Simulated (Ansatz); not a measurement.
# CdO (Monteponite) (Fm-3m) in Ansatz: notebook

One crystal, CdO (Monteponite), is run at these levels: PBE; tasks: relaxation of cell and atoms, single point.

Everything below comes from runs of Ansatz 0.2.0. Logs are shortened: lines on timing, memory, paths and dates and some standing lists are left out, and cuts for length are marked.

### 1 The structure

The structure is cubic, space group Fm-3m (No. 225). Conventional cell: a = 4.699 Å, b = 4.699 Å, c = 4.699 Å, α = 90.00°, β = 90.00°, γ = 90.00°. Around Cd (site symmetry m-3m) lie 6 O at 2.35 Å. O (site symmetry m-3m) has 6 Cd at 2.35 Å as nearest neighbours.

### 2 Relaxation of cell and atoms, PBE

Input file input.yaml:

```yaml
crystal:
  lattice:
    - [0.0, 2.3495, 2.3495]
    - [2.3495, 0.0, 2.3495]
    - [2.3495, 2.3495, 0.0]
  atoms:
    - { symbol: Cd, position: [0.0, 0.0, 0.0] }
    - { symbol: O, position: [0.5, 0.5, 0.5] }
hamiltonian:
  xc: pbe
  pseudopotentials: { kind: paw }
kpoints:
  mp_grid: { grid: [10, 10, 10] }
scf:
  occupations: { method: fermi_dirac, width: 0.05 }
output:
  forces: true
  stress: true
relax:
  f_tol: 0.01
  max_steps: 40
  cell: { stress_tol: 0.05 }
```

Potentials or basis: Ansatz PAW.

Launch:

```
$ ansatz run input.yaml --threads 2 --pin off --max-ram 5120MiB --backend cpu --events-out ev --progress --plain --runs-dir out
```

Output:

```text
Warning: RAYON_NUM_THREADS=2 ignored (pool sized by the plan → 2); use --threads N
Engine: ansatz 0.2.0, aarch64-unknown-linux-gnu
Pseudopotentials: kind: paw
Pseudopotential: Cd, paw, valence charge 20, recommended cutoff 420 eV (normal), Cd.paw.azcp
Pseudopotential: O, paw, valence charge 6, recommended cutoff 420 eV (normal), O.paw.azcp
Functional definition: PBE
  parameter kappa = 0.804
  parameter beta = 0.06672455060314922
  exchange = pbe_x(kappa = kappa, mu = beta*pi^2/3)
  correlation = pbe_c(beta = beta)
Crystal: 2 atoms, lattice volume = 25.939 Å³
Basis set: ecut = 420 eV, 531 PW (Γ), exchange–correlation on 48×48×48 points (8 copies of the dense FFT grid, shifted against one another)
Bands: 17, of which v1, the nominal top of the filled ones, is band 13 counted from 1 (12 counted from 0)
Symmetry: 48 space group operations
Space group: Fm-3m (ITA 225), of the structure as read, at distance tolerance 3.0e-5 Å
k-points: 47 of 1000
Non-local potential: Cd, projectors of the file, l = 0: 3, l = 1: 2, l = 2: 2, l = 3: 1
Non-local potential: O, projectors of the file, l = 0: 2, l = 1: 2, l = 2: 1
PAW form: soft (Blöchl's): semilocal exchange-correlation on the pseudo side does not see the compensation charge
PAW one-centre angular grid: Cd, 590 points (default); XC on 64 Gauss nodes
PAW one-centre angular grid: O, 110 points (default); XC on 64 Gauss nodes
Initial density: superposition of atomic densities (neutral atoms: chi_scale 0, normalization atom), corrected by the library's trained network
Initial wavefunctions: pseudopotential atomic-orbital guess
Functional: x = pbe(κ = 0.804, μ = 0.2195149727645171), c = pbe(β = 0.06672455060314922)
SCF iter   1: F=—  HF=-8821.419760 eV  |F-HF|=—  |Δ(HF+E_count)|=         —  Δρ=1.08e-3  dr2=1.64e-4  ethr=1.77e-3  ⟨swp⟩=5.3  Hψ=3574  notcnv=0
preconditioner: auto → none  [insulator: Δε(μ)=0.613 eV  Ē_g=15.449 eV  σ=0.050 eV  W_gap=0.96  n_scr=14 (ndim 8)  ℏωp=30.9 eV  f_vac=0.000  D(μ)=0.04/eV (n_scr^D=0)  ε∞_Penn≈5.0]
SCF iter   2: F=—  HF=-8821.420128 eV  |F-HF|=—  |Δ(HF+E_count)|=   3.68e-4  Δρ=3.66e-4  dr2=1.02e-5  ethr=6.30e-7  ⟨swp⟩=2.7  Hψ=1771  notcnv=0
SCF iter   3: F=—  HF=-8821.420173 eV  |F-HF|=—  |Δ(HF+E_count)|=   4.50e-5  Δρ=1.73e-4  dr2=2.09e-6  ethr=3.91e-8  ⟨swp⟩=2.0  Hψ=1258  notcnv=0
iter 4 did not close the SCF: its close was put off for the readings that it lacked (scf_convergence_deferred on its scf_iter line)
SCF iter   4: F=-8821.420183 eV  HF=-8821.420183 eV  |F-HF|=5.24e-8  |Δ(HF+E_count)|=   9.46e-6  Δρ=1.79e-5  dr2=3.86e-8  ethr=8.02e-9  ⟨swp⟩=2.0  Hψ=1223  notcnv=0
iter 5 did not close the SCF: its close was put off for the readings that it lacked (scf_convergence_deferred on its scf_iter line)
SCF iter   5: F=-8821.420183 eV  HF=-8821.420183 eV  |F-HF|=1.38e-9  |Δ(HF+E_count)|=   6.70e-8  Δρ=2.54e-6  dr2=6.48e-10  ethr=1.48e-10  ⟨swp⟩=2.0  Hψ=1223  notcnv=0
SCF iter   6: F=-8821.420183 eV  HF=-8821.420183 eV  |F-HF|=7.28e-12  |Δ(HF+E_count)|=   1.44e-9  Δρ=3.42e-7  dr2=2.60e-11  ethr=2.49e-12  ⟨swp⟩=1.0  Hψ=2141  notcnv=0
SCF 1 converged in 6 iterations: F = -8821.420183 eV  dr2 = 2.60e-11
relax step   1: F+E_penalty+E_count = -8821.42018283 eV  Δ(F+E_penalty+E_count) = +0.000e0 eV  max|allowed force component| = 1.295e-29 eV/Å  Δτ_max = 0.0000 Å  P = +6.086 GPa  Ω = 25.939 Å³  (6 SCF iters, dr2 threshold 1.00e-7 eV, accepted)
Crystal: 2 atoms, lattice volume = 27.272 Å³
Initial density: handed on by an earlier stage of this run
Initial wavefunctions: those handed on with the density
iter 1 solved again at ethr=1.27e-5 eV; its pass at ethr=3.10e-3 eV (dr2=3.30e-3 eV) is discarded
SCF iter   1: F=—  HF=-8821.436295 eV  |F-HF|=—  |Δ(HF+E_count)|=         —  Δρ=3.68e-3  dr2=3.17e-3  ethr=1.27e-5  ⟨swp⟩=1.0  Hψ=4670  notcnv=0
preconditioner: auto → none  [insulator: Δε(μ)=0.532 eV  Ē_g=15.037 eV  σ=0.050 eV  W_gap=0.97  n_scr=14 (ndim 8)  ℏωp=30.2 eV  f_vac=0.006  D(μ)=0.04/eV (n_scr^D=0)  ε∞_Penn≈5.0]
SCF iter   2: F=—  HF=-8821.435525 eV  |F-HF|=—  |Δ(HF+E_count)|=   7.69e-4  Δρ=1.82e-3  dr2=4.96e-4  ethr=1.22e-5  ⟨swp⟩=2.7  Hψ=1437  notcnv=0
SCF iter   3: F=—  HF=-8821.435465 eV  |F-HF|=—  |Δ(HF+E_count)|=   6.05e-5  Δρ=4.72e-4  dr2=5.74e-5  ethr=1.91e-6  ⟨swp⟩=2.9  Hψ=1419  notcnv=0
SCF iter   4: F=—  HF=-8821.435458 eV  |F-HF|=—  |Δ(HF+E_count)|=   7.01e-6  Δρ=9.09e-5  dr2=1.75e-6  ethr=2.21e-7  ⟨swp⟩=2.0  Hψ=1221  notcnv=0
iter 5 did not close the SCF: its close was put off for the readings that it lacked (scf_convergence_deferred on its scf_iter line)
SCF iter   5: F=-8821.435458 eV  HF=-8821.435458 eV  |F-HF|=2.43e-9  |Δ(HF+E_count)|=   2.80e-7  Δρ=7.31e-6  dr2=8.81e-9  ethr=6.74e-9  ⟨swp⟩=2.2  Hψ=1005  notcnv=0
SCF iter   6: F=-8821.435458 eV  HF=-8821.435458 eV  |F-HF|=1.82e-12  |Δ(HF+E_count)|=   2.53e-9  Δρ=7.91e-7  dr2=8.91e-11  ethr=3.39e-11  ⟨swp⟩=1.6  Hψ=2351  notcnv=0
SCF 2 converged in 6 iterations: F = -8821.435458 eV  dr2 = 8.91e-11
[... 42 lines left out ...]
SCF iter   1: F=—  HF=-8821.441012 eV  |F-HF|=—  |Δ(HF+E_count)|=         —  Δρ=1.15e-4  dr2=3.10e-6  ethr=2.02e-8  ⟨swp⟩=2.0  Hψ=4513  notcnv=0
preconditioner: auto → none  [insulator: Δε(μ)=0.553 eV  Ē_g=15.110 eV  σ=0.050 eV  W_gap=0.97  n_scr=14 (ndim 8)  ℏωp=30.3 eV  f_vac=0.003  D(μ)=0.04/eV (n_scr^D=0)  ε∞_Penn≈5.0]
SCF iter   2: F=—  HF=-8821.441010 eV  |F-HF|=—  |Δ(HF+E_count)|=   1.47e-6  Δρ=5.77e-5  dr2=4.66e-7  ethr=1.19e-8  ⟨swp⟩=2.3  Hψ=1255  notcnv=0
iter 3 did not close the SCF: its close was put off for the readings that it lacked (scf_convergence_deferred on its scf_iter line)
SCF iter   3: F=-8821.441010 eV  HF=-8821.441010 eV  |F-HF|=1.46e-8  |Δ(HF+E_count)|=   5.16e-8  Δρ=1.56e-5  dr2=5.91e-8  ethr=1.79e-9  ⟨swp⟩=2.8  Hψ=1416  notcnv=0
iter 4 did not close the SCF: its close was put off for the readings that it lacked (scf_convergence_deferred on its scf_iter line)
SCF iter   4: F=-8821.441010 eV  HF=-8821.441010 eV  |F-HF|=1.46e-10  |Δ(HF+E_count)|=  7.44e-10  Δρ=2.69e-6  dr2=1.61e-9  ethr=2.27e-10  ⟨swp⟩=2.0  Hψ=1222  notcnv=0
iter 5 did not close the SCF: its close was put off for the readings that it lacked (scf_convergence_deferred on its scf_iter line)
SCF iter   5: F=-8821.441010 eV  HF=-8821.441010 eV  |F-HF|=3.64e-12  |Δ(HF+E_count)|=  2.04e-10  Δρ=2.49e-7  dr2=7.44e-12  ethr=6.20e-12  ⟨swp⟩=2.2  Hψ=1005  notcnv=0
SCF iter   6: F=-8821.441010 eV  HF=-8821.441010 eV  |F-HF|=3.64e-12  |Δ(HF+E_count)|=    0.00e0  Δρ=2.08e-8  dr2=5.04e-14  ethr=1.00e-12  ⟨swp⟩=1.0  Hψ=1786  notcnv=0
SCF 6 converged in 6 iterations: F = -8821.441010 eV  dr2 = 5.04e-14
relax step   6: F+E_penalty+E_count = -8821.44101000 eV  Δ(F+E_penalty+E_count) = +1.095e-4 eV  max|allowed force component| = 2.731e-29 eV/Å  Δτ_max = 0.0000 Å  P = +0.007 GPa  Ω = 27.092 Å³  energy of the carried Pulay correction = -1.411e-4 eV  (6 SCF iters, dr2 threshold 1.20e-7 eV, accepted)
iter 1 solved again at ethr=9.22e-9 eV; its pass at ethr=3.10e-3 eV (dr2=2.40e-6 eV) is discarded
SCF iter   1: F=—  HF=-8821.441140 eV  |F-HF|=—  |Δ(HF+E_count)|=         —  Δρ=1.17e-5  dr2=5.79e-9  ethr=9.22e-9  ⟨swp⟩=3.3  Hψ=5772  notcnv=0
SCF iter   2: F=—  HF=-8821.441139 eV  |F-HF|=—  |Δ(HF+E_count)|=   6.65e-7  Δρ=5.21e-6  dr2=9.12e-10  ethr=2.23e-11  ⟨swp⟩=2.0  Hψ=1224  notcnv=0
SCF iter   3: F=—  HF=-8821.441139 eV  |F-HF|=—  |Δ(HF+E_count)|=   2.59e-9  Δρ=7.83e-7  dr2=3.97e-11  ethr=3.51e-12  ⟨swp⟩=2.0  Hψ=1223  notcnv=0
iter 4 did not close the SCF: its close was put off for the readings that it lacked (scf_convergence_deferred on its scf_iter line)
SCF iter   4: F=-8821.441139 eV  HF=-8821.441139 eV  |F-HF|=1.82e-12  |Δ(HF+E_count)|=  6.18e-11  Δρ=2.51e-7  dr2=7.87e-12  ethr=1.00e-12  ⟨swp⟩=2.0  Hψ=1084  notcnv=0
iter 5 did not close the SCF: its close was put off for the readings that it lacked (scf_convergence_deferred on its scf_iter line)
SCF iter   5: F=-8821.441139 eV  HF=-8821.441139 eV  |F-HF|=1.82e-12  |Δ(HF+E_count)|=  1.82e-12  Δρ=2.68e-8  dr2=1.50e-13  ethr=1.00e-12  ⟨swp⟩=1.0  Hψ=799  notcnv=0
iter 6 did not close the SCF: its close was put off for the readings that it lacked (scf_convergence_deferred on its scf_iter line)
SCF iter   6: F=-8821.441139 eV  HF=-8821.441139 eV  |F-HF|=1.82e-12  |Δ(HF+E_count)|=  1.82e-12  Δρ=9.21e-9  dr2=8.43e-15  ethr=1.00e-12  ⟨swp⟩=1.0  Hψ=799  notcnv=0
iter 7 did not close the SCF: its close was put off for the readings that it lacked (scf_convergence_deferred on its scf_iter line)
SCF iter   7: F=-8821.441139 eV  HF=-8821.441139 eV  |F-HF|=0.00e0  |Δ(HF+E_count)|=  1.82e-12  Δρ=1.52e-9  dr2=1.57e-16  ethr=1.00e-12  ⟨swp⟩=1.0  Hψ=799  notcnv=0
SCF iter   8: F=-8821.441139 eV  HF=-8821.441139 eV  |F-HF|=1.82e-12  |Δ(HF+E_count)|=    0.00e0  Δρ=5.03e-10  dr2=2.07e-17  ethr=1.00e-12  ⟨swp⟩=1.1  Hψ=1789  notcnv=0
SCF 7 converged in 8 iterations: F = -8821.441139 eV  dr2 = 2.07e-17
relax step   7: F+E_penalty+E_count = -8821.44113934 eV  Δ(F+E_penalty+E_count) = -1.293e-4 eV  max|allowed force component| = 3.833e-29 eV/Å  Δτ_max = 0.0000 Å  P = +0.010 GPa  Ω = 27.092 Å³  stress off target by 1.03e-2 GPa  SCF on the basis re-selected at this cell (its energy is not comparable with the rows above)  (8 SCF iters)
basis re-selected at this cell: Δ(F+E_penalty+E_count) = -1.293e-4 eV, ΔP = +0.003 GPa vs the last step (what re-selecting the basis moved, of the pressure what is left beyond the Pulay correction that the steps carried, after the strain that the cell walked since its last selection, with what the two solves' SCF thresholds leave and, on support functions, any second-order correction that the steps lacked; it is no measure of the basis error at this ecutwfc). This SCF's stress stands 1.03e-2 GPa from its target on what of the cell is left free (relax.cell.stress_tol is 5.00e-2 GPa) and its largest allowed force component is 3.83e-29 eV/Å (relax.f_tol is 1.00e-2 eV/Å): within both
SCF converged after 8 iterations
Free energy (F): -8821.441139 eV
Harris-Foulkes:  -8821.441139 eV  (|F-HF|=1.82e-12)
Internal energy: -8821.440589 eV  (E = F + TS)
E sigma→0 (E₀):  -8821.440864 eV
Entropy (-TS):   -0.000550 eV (-0.275 meV/atom)
Fermi energy:    12.012304 eV
--- Per-component energies (eV) ---
  E_band       = -371.839774
  E_kinetic    = 678.665231
  E_local      = -3113.853124  (includes V_loc(G=0)·N_el)
  E_nonlocal   = 83.722482
  E_hartree    = 1436.610826
  E_xc         = -249.869681
  E_vxc        = -314.951306  (∫ρ·V_xc dr)
  E_paw        = -4242.957045  (= ΣΔE_a)
  E_vpaw       = -578.647082  (= ΣTr[D̂ρ^β])
  E_aug_tail   = 0.002373  (compensation charges beyond the density's cutoff)
  E_ewald      = -3413.761651
  E_smearing   = -0.000550  (= −TS)
  E_closure    = 0.000000  (closes the sum)
  Σ components = -8821.441139   (vs F -8821.441139, Δ=0.00e0)
--- Forces (eV/Å), atoms counted from 1 ---
  atom   1  Cd     0.00000000    -0.00000000     0.00000000
  atom   2  O     -0.00000000    -0.00000000     0.00000000
  max |Σ_I F_I| component: 6.43e-29 eV/Å
--- Stress (GPa, compression-positive) ---
        0.010325       0.000000       0.000000
        0.000000       0.010325       0.000000
        0.000000       0.000000       0.010325
  P = ⅓ Tr σ = 0.0103 GPa (0.103 kbar)
--- Relaxed structure (5 steps of the walk, 5 accepted, 2 SCFs on fresh bases) ---
  F+E_penalty+E_count = -8821.44113934 eV   max|allowed force component| = 3.833e-29 eV/Å   (the final SCF, on the basis selected at the relaxed cell)
  cell:  # Å, volume = 27.0919 Å³
    - [7.423618685203086e-34, 2.383800980699044, 2.3838009806990437]
    - [2.383800980699044, 7.197212998641749e-34, 2.3838009806990437]
    - [2.383800980699044, 2.383800980699044, 9.90711495849133e-35]
  atoms:
    - { symbol: Cd, position: [8.538740266144199e-37, -1.9212165598151544e-36, -1.0673425332762822e-36] }
    - { symbol: O, position: [0.5000000000000001, 0.5000000000000001, 0.4999999999999999] }
```

Run time: 4.7 s. Hardware: 2 threads of Arm Neoverse V1, shared host; peak memory 0.29 GiB.

What came out:

| Property | Result |
| --- | --- |
| Free energy | -8821.4411 eV |
| Relaxed volume | 13.55 Å³/atom |
| Relaxed cell | a = 3.371 Å, b = 3.371 Å, c = 3.371 Å, α = 60.00°, β = 60.00°, γ = 60.00° |
| Space group after relaxing (to 0.05 Å) | Fm-3m (No. 225) |
| Energy gained by relaxing | 10.5 meV/atom |
| Ionic steps | 7 |
| Pressure after relaxing | 0.0 GPa |

The path:
| step | energy change (eV) | largest force (eV/Å) | volume (Å³) |
| --- | --- | --- | --- |
| 1 | 0.0000 | 0.0000 | 25.94 |
| 2 | -0.0153 | 0.0000 | 27.27 |
| 3 | -0.0167 | 0.0000 | 27.06 |
| 4 | -0.0167 | 0.0000 | 27.05 |
| 5 | -0.0209 | 0.0000 | 27.05 |
| 6 | -0.0208 | 0.0000 | 27.09 |
| 7 | -0.0210 | 0.0000 | 27.09 |

Final structure:
```
CELL_PARAMETERS angstrom
0.00000 2.38380 2.38380
2.38380 0.00000 2.38380
2.38380 2.38380 0.00000
ATOMIC_POSITIONS crystal
Cd 0.00000 0.00000 0.00000
O 0.50000 0.50000 0.50000
```

Caveat: the plane-wave basis is chosen anew once the cell has moved, so the energies of steps on either side of that aren't comparable; the pressure holds a Pulay correction of +0.5 GPa for the finite cutoff. PBE usually gives volumes a little too large and moduli too small.

### 3 Single point, PBE

input.yaml, as its differences from that of step 2:

```diff
@@ -15,2 +15,4 @@
   occupations: { method: fermi_dirac, width: 0.05 }
+basis:
+  ecutwfc: "800 eV"
 output:
@@ -18,5 +20,2 @@
   stress: true
-relax:
-  f_tol: 0.01
-  max_steps: 40
-  cell: { stress_tol: 0.05 }
+  eigenvalues: true
```

Potentials or basis: Ansatz PAW.

Launch:

```
$ ansatz run input.yaml --threads 2 --pin off --max-ram 5120MiB --backend cpu --events-out ev --progress --plain --runs-dir out
```

Output:

```text
Warning: RAYON_NUM_THREADS=2 ignored (pool sized by the plan → 2); use --threads N
Engine: ansatz 0.2.0, aarch64-unknown-linux-gnu
Pseudopotentials: kind: paw
Pseudopotential: Cd, paw, valence charge 20, recommended cutoff 420 eV (normal), Cd.paw.azcp
Pseudopotential: O, paw, valence charge 6, recommended cutoff 420 eV (normal), O.paw.azcp
Functional definition: PBE
  parameter kappa = 0.804
  parameter beta = 0.06672455060314922
  exchange = pbe_x(kappa = kappa, mu = beta*pi^2/3)
  correlation = pbe_c(beta = beta)
Crystal: 2 atoms, lattice volume = 25.939 Å³
Basis set: ecut = 800 eV, 1363 PW (Γ), exchange–correlation on 64×64×64 points (8 copies of the dense FFT grid, shifted against one another)
Bands: 17, of which v1, the nominal top of the filled ones, is band 13 counted from 1 (12 counted from 0)
Symmetry: 48 space group operations
Space group: Fm-3m (ITA 225), of the structure as read, at distance tolerance 3.0e-5 Å
k-points: 47 of 1000
Non-local potential: Cd, projectors of the file, l = 0: 3, l = 1: 2, l = 2: 2, l = 3: 1
Non-local potential: O, projectors of the file, l = 0: 2, l = 1: 2, l = 2: 1
PAW form: soft (Blöchl's): semilocal exchange-correlation on the pseudo side does not see the compensation charge
PAW one-centre angular grid: Cd, 590 points (default); XC on 64 Gauss nodes
PAW one-centre angular grid: O, 110 points (default); XC on 64 Gauss nodes
Initial density: superposition of atomic densities (neutral atoms: chi_scale 0, normalization atom), corrected by the library's trained network
Initial wavefunctions: pseudopotential atomic-orbital guess
Functional: x = pbe(κ = 0.804, μ = 0.2195149727645171), c = pbe(β = 0.06672455060314922)
SCF iter   1: F=—  HF=-8821.429154 eV  |F-HF|=—  |Δ(HF+E_count)|=         —  Δρ=1.38e-3  dr2=1.78e-4  ethr=1.77e-3  ⟨swp⟩=5.5  Hψ=3663  notcnv=0
preconditioner: auto → none  [insulator: Δε(μ)=0.614 eV  Ē_g=15.448 eV  σ=0.050 eV  W_gap=0.96  n_scr=14 (ndim 8)  ℏωp=30.9 eV  f_vac=0.001  D(μ)=0.04/eV (n_scr^D=0)  ε∞_Penn≈5.0]
SCF iter   2: F=—  HF=-8821.429532 eV  |F-HF|=—  |Δ(HF+E_count)|=   3.78e-4  Δρ=5.89e-4  dr2=1.65e-5  ethr=6.85e-7  ⟨swp⟩=2.4  Hψ=1664  notcnv=0
SCF iter   3: F=—  HF=-8821.429575 eV  |F-HF|=—  |Δ(HF+E_count)|=   4.36e-5  Δρ=1.58e-4  dr2=2.52e-6  ethr=6.33e-8  ⟨swp⟩=2.0  Hψ=1223  notcnv=0
SCF iter   4: F=—  HF=-8821.429577 eV  |F-HF|=—  |Δ(HF+E_count)|=   1.39e-6  Δρ=2.81e-5  dr2=1.10e-7  ethr=9.70e-9  ⟨swp⟩=2.9  Hψ=1499  notcnv=0
iter 5 did not close the SCF: its close was put off for the readings that it lacked (scf_convergence_deferred on its scf_iter line)
SCF iter   5: F=-8821.429577 eV  HF=-8821.429577 eV  |F-HF|=1.68e-9  |Δ(HF+E_count)|=   6.40e-8  Δρ=7.57e-6  dr2=6.69e-9  ethr=4.22e-10  ⟨swp⟩=2.0  Hψ=1169  notcnv=0
SCF iter   6: F=-8821.429577 eV  HF=-8821.429577 eV  |F-HF|=2.55e-11  |Δ(HF+E_count)|=   2.77e-9  Δρ=5.15e-7  dr2=2.82e-11  ethr=2.57e-11  ⟨swp⟩=1.9  Hψ=2637  notcnv=0
SCF 1 converged in 6 iterations: F = -8821.429577 eV  dr2 = 2.82e-11
SCF converged after 6 iterations
Free energy (F): -8821.429577 eV
Harris-Foulkes:  -8821.429577 eV  (|F-HF|=2.55e-11)
Internal energy: -8821.429041 eV  (E = F + TS)
E sigma→0 (E₀):  -8821.429309 eV
Entropy (-TS):   -0.000535 eV (-0.268 meV/atom)
Fermi energy:    12.858300 eV
--- Per-component energies (eV) ---
  E_band       = -351.937244
  E_kinetic    = 680.142933
  E_local      = -3035.320147  (includes V_loc(G=0)·N_el)
  E_nonlocal   = 83.975802
  E_hartree    = 1406.982291
  E_xc         = -250.342038
  E_vxc        = -315.615900  (∫ρ·V_xc dr)
  E_paw        = -4243.267967  (= ΣΔE_a)
  E_vpaw       = -579.084603  (= ΣTr[D̂ρ^β])
  E_aug_tail   = 0.000158  (compensation charges beyond the density's cutoff)
  E_ewald      = -3463.600073
  E_smearing   = -0.000535  (= −TS)
  E_closure    = 0.000000  (closes the sum)
  Σ components = -8821.429577   (vs F -8821.429577, Δ=0.00e0)
--- Forces (eV/Å), atoms counted from 1 ---
  atom   1  Cd    -0.00000000     0.00000000    -0.00000000
  atom   2  O      0.00000000    -0.00000000    -0.00000000
  max |Σ_I F_I| component: 1.24e-29 eV/Å
--- Stress (GPa, compression-positive) ---
        6.067109      -0.000000       0.000000
        0.000000       6.067109       0.000000
        0.000000       0.000000       6.067109
  P = ⅓ Tr σ = 6.0671 GPa (60.671 kbar)
--- Band table (eV; the first three rows and the last of 47) ---
  k-point 0: bands = ["-87.7169", "-48.8055", "-48.8055", "-48.8055", "-4.6618", "5.9924", "5.9924", "5.9924", "6.2968", "6.2968", "11.3350", "11.3350", "11.3350", "12.2884", "27.2126", "29.7330", "29.7330"]
  k-point 1: bands = ["-87.7168", "-48.8071", "-48.8057", "-48.8057", "-4.5929", "5.9518", "6.0088", "6.0088", "6.2292", "6.2292", "10.4662", "11.4754", "11.4754", "13.3055", "26.1735", "28.8739", "28.8739"]
  k-point 2: bands = ["-87.7166", "-48.8112", "-48.8064", "-48.8064", "-4.4066", "5.7980", "5.8923", "5.8923", "6.2336", "6.2336", "9.5553", "11.8277", "11.8277", "14.6786", "23.9679", "27.3270", "27.3270"]
  k-point 46: bands = ["-87.7156", "-48.8180", "-48.8153", "-48.8122", "-3.9267", "5.7364", "5.8706", "6.0304", "6.6830", "6.8915", "9.3996", "9.9634", "10.7971", "18.4428", "21.4084", "21.9342", "23.7687"]
```

Run time: 1.6 s. Hardware: 2 threads of Arm Neoverse V1, shared host; peak memory 0.34 GiB.

What came out:

* Free energy: -8821.4296 eV
* Pressure: 6.1 GPa
* Band gap on the k mesh: none (metal or under the smearing width)

Caveat: this crystal is a semiconductor, whose small gap the functional closes, so the metal is an error of the method.
